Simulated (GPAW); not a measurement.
Runs of GPAW 26.7.0 on W. Symmetry: Fm-3m, No. 225, cubic system. The conventional cell has a = 4.060 Å, b = 4.060 Å, c = 4.060 Å, α = 90.00°, β = 90.00°, γ = 90.00°. Around W (site symmetry m-3m) lie 12 W at 2.87 Å. This isn't the form of W at room conditions, which is bcc.

```tsv
level	potentials or basis	eigensolver	gap on the mesh (eV)	pressure (GPa)	relaxed volume (Å³/atom)
BLYP	PAW data sets generated in the run's folder for this functional, pw	davidson	none	0.0	16.96
r2SCAN+D4	GPAW PAW data sets (gpaw-data 1.2.1), pw	-	none	-0.1	16.16
r2SCAN+D3(BJ)	GPAW PAW data sets (gpaw-data 1.2.1), pw	-	none	-0.2	16.08
RPBE	the program's PAW data sets (release 1.2.1) made for this functional, pw	-	none	0.0	(b)
revPBE	the program's PAW data sets (release 1.2.1) made for this functional, pw	-	none	0.0	16.59
r2SCAN	GPAW PAW data sets (gpaw-data 1.2.1), pw	-	none	-0.1	16.25
LDA	the program's PAW data sets (release 1.2.1) made for this functional, pw	-	none	0.0	(a)
PBEsol	PAW data sets generated in the run's folder for this functional, pw	-	none	0.0	15.98
```

Alike in all rows: task relaxation of cell and atoms; no spin polarisation; cell relaxed; k mesh 11 × 11 × 11; cutoff (eV) 600; smearing fermi-dirac 0.05 eV.

Task: Estimate the missing entries.

Result: (a) 15.67; (b) 16.65.

Caveats: later steps reuse the first step's grids; the PAW data sets were made with another functional, which shifts forces and pressure a little (some runs); pairwise dispersion overbinds metals, which lowers pressure and volume (some runs).

A k mesh can miss the band edges, and the runs leave out spin-orbit coupling on W.

A gap of «none» marks a metal or a gap under the smearing width.

Runs at the PBE level aren't shown here.
